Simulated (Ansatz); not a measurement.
Cs2SnI6 (vacancy-ordered double perovskite), relaxed with r2SCAN. The symmetry is Fm-3m (No. 225, cubic); conventional cell a = 11.841 Å, 46.11 Å³ an atom. Cs is surrounded by 12 I at 4.19 Å; Sn is surrounded by 6 I at 2.88 Å; I is surrounded by 1 Sn at 2.88 Å and 4 Cs at 4.19 Å.

```cif
data_structure
_symmetry_space_group_name_H-M 'Fm-3m'
_symmetry_Int_Tables_number 225
_cell_length_a 11.8408
_cell_length_b 11.8408
_cell_length_c 11.8408
_cell_angle_alpha 90.000
_cell_angle_beta 90.000
_cell_angle_gamma 90.000
_cell_volume 1660.12
loop_
_atom_site_label
_atom_site_type_symbol
_atom_site_symmetry_multiplicity
_atom_site_Wyckoff_symbol
_atom_site_fract_x
_atom_site_fract_y
_atom_site_fract_z
_atom_site_occupancy
Cs1 Cs 8 c 0.25000 0.75000 0.75000 1
Sn1 Sn 4 a 0.00000 0.00000 0.00000 1
I1 I 24 e 0.75635 0.00000 0.00000 1
```

4 runs of the plane-wave code Ansatz on this cell differ in the functional (and in the settings that go with it). Levels are in eV from each run's valence top; v1 is the last filled band, c1 the first empty one.

Run A, mean stress 0.0 GPa (compression positive):
```tsv
point	v5	v3	v1	c1	c2	c3
Γ	-0.45	0.00	0.00	1.65	5.75	5.75
X	-0.94	-0.68	-0.02	2.93	6.28	6.28
U	-0.79	-0.64	-0.15	2.90	5.99	6.49
```

Run B, mean stress -0.1 GPa (compression positive):
```tsv
point	v5	v3	v1	c1	c2	c3
Γ	-0.47	0.00	0.00	0.98	5.12	5.12
X	-0.91	-0.68	-0.02	2.21	5.60	5.60
U	-0.77	-0.62	-0.16	2.18	5.31	5.78
```

Run C, mean stress +0.6 GPa (compression positive):
```tsv
point	v5	v3	v1	c1	c2	c3
Γ	-0.46	0.00	0.00	0.20	4.03	4.03
X	-0.86	-0.65	-0.02	1.38	4.51	4.51
U	-0.74	-0.59	-0.16	1.35	4.25	4.70
```

Run D, mean stress 0.0 GPa (compression positive):
```tsv
point	v5	v3	v1	c1	c2	c3
Γ	-0.47	0.00	0.00	0.46	4.52	4.52
X	-0.88	-0.67	-0.02	1.64	4.97	4.97
U	-0.74	-0.60	-0.16	1.61	4.70	5.14
```

Problem. Match the runs to PBE, r2SCAN, r2SCANh, PBE0.

Solution. A is PBE0, B is r2SCANh, C is PBE, D is r2SCAN. In order of the gap: PBE 0.20, r2SCAN 0.46, r2SCANh 0.98, PBE0 1.65 eV.

Calculated for a static, non-magnetic cell.

Spin-orbit coupling is left out, which matters wherever the heavy atoms make up the band edges.

The stress of a hybrid is loosely converged in these runs.

The meshes of the hybrids are coarse, so their gaps aren't converged to the digits shown.
